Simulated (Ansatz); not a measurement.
## ZnO under strain

The calculation used DFT PBE, scalar-relativistic, plane waves, PAW (Ansatz). Run with 420 eV cutoff, 12×12×6 k-mesh, Gaussian smearing of 0.02 eV, no spin polarisation.

Starting point, cell and atoms relaxed:

```xyz
4
Lattice="3.2794 0.0000 0.0000 -1.6397 2.8400 0.0000 0.0000 0.0000 5.2932" Properties=species:S:1:pos:R:3 pbc="T T T"
Zn    1.6397    0.9467    2.6498
Zn    0.0000    1.8934    0.0032
O     1.6397    0.9467    4.6565
O     0.0000    1.8934    2.0099
```

Deformation: uniaxial strain along c, with the lengths of a and b and the atoms relaxed and the angles held, all within the symmetry that the strain leaves. Energies are extrapolated to zero smearing. Stress is positive in compression, on the Cartesian axes of the cell above. Gaps are Kohn–Sham gaps over the whole zone.

```tsv
strain (%)	ΔE (meV/atom)	a (Å)	b (Å)	c (Å)	σxx (GPa)	σyy (GPa)	σzz (GPa)	gap (eV)
-6.0	17.6	3.345	3.345	4.976	0.00	0.00	6.77	0.85
-4.0	8.2	3.322	3.322	5.082	0.00	0.00	4.97	0.82
-2.0	2.1	3.301	3.301	5.187	0.00	0.00	2.69	0.78
+0.0	0.0	3.279	3.279	5.293	0.02	0.02	0.02	0.74
+2.0	2.2	3.260	3.260	5.399	-0.01	-0.01	-3.00	0.69
+4.0	9.2	3.241	3.241	5.505	-0.01	-0.01	-6.24	0.63
+6.0	21.0	3.223	3.223	5.611	0.00	0.00	-9.64	0.56
```

Cost: 7 runs of about 14 core-minutes in all, on Arm Neoverse V1 (shared hosts).